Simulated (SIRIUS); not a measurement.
# Nb: equation of state with PBE

Crystal: Nb.

```xyz
3
Lattice="3.9853 0.0000 0.0000 0.0000 3.9853 0.0000 0.0000 0.0000 3.9853" Properties=species:S:1:pos:R:3 pbc="T T T"
Nb    1.9926    0.0000    0.0000
Nb    0.0000    1.9926    0.0000
Nb    0.0000    0.0000    1.9926
```

The cell was built by a generator and needn't be a form met in nature.

```
Program                                     : SIRIUS 7.10.0
Task                                        : equation of state
Functional                                  : PBE
Potentials or basis                         : PseudoDojo 0.4.1 PBE standard (scalar relativistic)
Cutoff                                      : 1127 eV
Density cutoff                              : 4507 eV
k mesh                                      : 7 × 7 × 7
Occupations                                 : fermi-dirac, width 0.05 eV
Spin                                        : no spin polarisation
Libxc names                                 : ["XC_GGA_X_PBE", "XC_GGA_C_PBE"]
Radial cutoff for the potentials' integrals : 6.5 bohr
```

- Equilibrium volume: 21.14 Å³/atom
- Bulk modulus: 121 GPa
- Pressure derivative of the bulk modulus: 3.7

Energy against volume, from the lowest point:
```
volume (Å³/atom)  energy (meV/atom)
          19.833              33.77
          20.255              14.98
          20.677               3.96
          21.099               0.00
          21.521               2.46
          21.943              10.76
          22.365              24.38
```

All runs of the series together: 9.2 min on 1 thread of Arm Neoverse V1, on a shared host.
